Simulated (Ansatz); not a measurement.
A calculation with Ansatz 0.2.0 of W (native input, structure typed inline):

input.yaml

```yaml
crystal:
  lattice:
    - [-1.582345, 1.582345, 1.582345]
    - [1.582345, -1.582345, 1.582345]
    - [1.582345, 1.582345, -1.582345]
  atoms:
    - { symbol: W, position: [0.0, 0.0, 0.0] }
hamiltonian:
  xc: rpbe
  pseudopotentials: { kind: nc, source: spms }
  dispersion: d3bj
kpoints:
  mp_grid: { grid: [12, 12, 12] }
scf:
  occupations: { method: tetrahedron }
output:
  forces: true
  stress: true
  xc_energy_on_converged_density: [lda, pbe, pbesol, revpbe, blyp, r2scan]
```

Potentials or basis: SPMS NC.

Command:

```console
$ ansatz run input.yaml --threads 1 --pin off --max-ram 2560MiB --backend cpu --events-out ev --progress --plain --runs-dir out
```

Write the same calculation in another form: native input, structure by space group and Wyckoff sites.

As run:

Contents of input.yaml:

```yaml
crystal:
  lattice: { a: 3.16469, b: 3.16469, c: 3.16469, alpha: 90.0, beta: 90.0, gamma: 90.0 }
  space_group: 229
  reduce_to_primitive: true
  atoms:
    - { symbol: W, wyckoff: "2a", position: [0.0, 0.0, 0.0] }
hamiltonian:
  xc: rpbe
  pseudopotentials: { kind: nc, source: spms }
  dispersion: d3bj
kpoints:
  mp_grid: { grid: [12, 12, 12] }
scf:
  occupations: { method: tetrahedron }
output:
  forces: true
  stress: true
  xc_energy_on_converged_density: [lda, pbe, pbesol, revpbe, blyp, r2scan]
```

Potentials or basis: SPMS NC.

Launch:

```console
$ ansatz run input.yaml --threads 1 --pin off --max-ram 2560MiB --backend cpu --events-out ev --progress --plain --runs-dir out
```

Both were run:

|  | native input, structure typed inline | native input, structure by space group and Wyckoff sites |
| --- | --- | --- |
| Pressure | -38.7 GPa | -38.7 GPa |
| Band gap on the k mesh | none (metal or under the smearing width) | none (metal or under the smearing width) |

Keys that steer only the numerical path or the files written may differ.

Caveat: the potentials were made for another functional, which shifts forces and pressure; a pressure of tens of GPa on the cell as given is suspect, and the run, the potentials or the cell itself is likely at fault; pairwise dispersion overbinds metals, which lowers pressure and volume; with tetrahedron occupations forces and stress needn't match the slope of the energy.
